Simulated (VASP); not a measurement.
Set up this calculation in VASP 6.6.1, as the native input.

| Property | Result |
| --- | --- |
| Task | relaxation of the atoms |
| Functional | PBEsol |
| Potentials or basis | VASP PAW PBE potentials, release 64 (W_sv) |
| Cutoff | 520 eV |
| k mesh | 12 × 12 × 1 |
| Occupations | methfessel-paxton, width 0.1 eV |
| Spin | no spin polarisation |
| Dipole correction | yes |
| Further INCAR settings | ALGO = Normal; EDIFF = 1e-06; IBRION = 2; EDIFFG = -0.02; NSW = 90 |

The structure of W lies in POSCAR:

```
W
1.0
    2.8322668300      0.0000000000      0.0000000000
   -0.9440889400      2.6702867300      0.0000000000
    0.0000000000      0.0000000000     28.5399368600
W
4
Direct
    0.5000000000      0.5000000000      0.3878353200
    0.0000000000      0.0000000000      0.4626129400
    0.5000000000      0.5000000000      0.5373905700
    0.0000000000      0.0000000000      0.6121646800
```

The cell was built by a generator and needn't be a form met in nature.

The input as run:

INCAR

```
SYSTEM = W
ALGO = Normal
DIPOL = 0.5 0.5 0.500
EDIFF = 1E-6
EDIFFG = -0.02
ENCUT = 520
GGA = PS
IBRION = 2
IDIPOL = 3
ISIF = 2
ISMEAR = 1
KPAR = 2
LASPH = .True.
LCHARG = .False.
LDIPOL = .True.
LREAL = .False.
LWAVE = .False.
NELM = 120
NSW = 90
PREC = Accurate
SIGMA = 0.1
```

KPOINTS

```
k-points
0
Gamma
  12 12 1
  0 0 0
```

Potentials or basis: VASP PAW PBE potentials, release 64 (W_sv).

Launch:

```bash
$ cat potpaw_PBE.64/W_sv/POTCAR > POTCAR
$ mpirun -np 2 vasp_std > vasp.out
```

Results of the run:

| Item | Value |
| --- | --- |
| Energy gained by relaxing | 10.9 meV/atom |
| Ionic steps | 6 |
| Largest force after relaxing | 0.009 eV/Å |
| Band gap on the k mesh | none (metal or under the smearing width) |

Caveat: the PAW data sets were made with another functional, which shifts forces and pressure a little.

Wall time 6.6 min on 2 MPI ranks on Intel(R) Xeon(R) Platinum 8559C (Emerald Rapids), on a shared host, peak memory 0.48 GiB a rank.
